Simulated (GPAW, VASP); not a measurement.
Given: the input of a run of GPAW 26.7.0 (ASE script) on MnO. 

File run.py:

```python
from ase.dft.bandgap import bandgap
from ase.io import read, write
from ase.units import GPa
from gpaw import GPAW, PW

atoms = read('POSCAR')
atoms.set_initial_magnetic_moments([4.0, 0.0])

calc = GPAW(mode=PW(800),
            xc='MGGA_X_R2SCAN+MGGA_C_R2SCAN',
            kpts={'size': (7, 7, 7), 'gamma': True},
            occupations={'name': 'methfessel-paxton', 'order': 0, 'width': 0.05},
            setups={'Mn': ':d,5.0'},
            nbands=21,
            convergence={'density': 1e-05, 'energy': 1e-05},
            maxiter=150,
            txt='gpaw.txt')
atoms.calc = calc
energy = atoms.get_potential_energy()
forces = atoms.get_forces()
stress = atoms.get_stress()
calc.write('gs.gpw')
write('result.traj', atoms)
print(f'Energy: {energy:.6f} eV')
print('Forces (eV/A):')
print(forces.round(4))
print('Stress (GPa):', (stress / GPa).round(3))
print('Moments:', calc.get_magnetic_moments().round(3))
print('Fermi level:', round(calc.get_fermi_level(), 4), 'eV')
print(f'Gap: {bandgap(calc)[0]:.4f} eV, direct: {bandgap(calc, direct=True)[0]:.4f} eV')
```

Contents of POSCAR:

```
MnO
1.0
    0.0000000000      2.2220003300      2.2220003300
    2.2220003300      0.0000000000      2.2220003300
    2.2220003300      2.2220003300      0.0000000000
Mn O
1 1
Direct
    0.0000000000      0.0000000000      0.0000000000
    0.5000000000      0.5000000000      0.5000000000
```

Potentials or basis: GPAW PAW data sets (gpaw-data 1.2.1), pw.

The run is started by

```bash
$ OMP_NUM_THREADS=1 python run.py
```

**Question.** Translate it to VASP 6.6.1. Potentials or basis there: PBE PAW files Mn_pv, O, 520 eV.

**Answer.** As run (cutoffs and basis follow the program's own potentials, and thresholds, step limits or extra output files can differ):

File INCAR:

```
PREC = Accurate
ENCUT = 520
EDIFF = 1E-7
ISMEAR = 0
SIGMA = 0.05
LREAL = F
LASPH = T
NELM = 100
ALGO = Normal
ISIF = 2
LWAVE = F
LCHARG = F
ISPIN = 2
MAGMOM = 4 0
LORBIT = 11
LMAXMIX = 4
LDAU = T
LDAUTYPE = 2
LDAUL = 2 -1
LDAUU = 5 0
LDAUJ = 0 0
LDAUPRINT = 1
METAGGA = R2SCAN
LMIXTAU = T
NBANDS = 20
```

KPOINTS

```
Automatic mesh
0
Gamma
  7 7 7
```

File POSCAR:

```
MnO
1.0
    0.0000000000      2.2220003300      2.2220003300
    2.2220003300      0.0000000000      2.2220003300
    2.2220003300      2.2220003300      0.0000000000
Mn O
1 1
Direct
    0.0000000000      0.0000000000      0.0000000000
    0.5000000000      0.5000000000      0.5000000000
```

Potentials or basis: VASP PAW PBE potentials, release 64 (Mn_pv, O).

The run is started by

```console
$ cat potpaw_PBE.64/Mn_pv/POTCAR potpaw_PBE.64/O/POTCAR > POTCAR
$ mpirun -np 1 vasp_std > vasp.out
```

Both were run:

|  | GPAW | VASP |
| --- | --- | --- |
| Pressure | 7.5 GPa | 4.3 GPa |
| Net moment | 5.00 μB per cell | 5.00 μB per cell |

The potentials hold 21 and 19 valence electrons a cell.

GPAW's potentials were made for PBE. VASP's potentials were made for PBE.

The magnetic state is the one that the start led to; the real crystal's order can differ.

The two runs disagree by more than potentials and bases usually give (in gap, levels, pressure or energy); the cause wasn't traced.

How U acts hangs on each program's projectors.

Pressure is positive in compression.
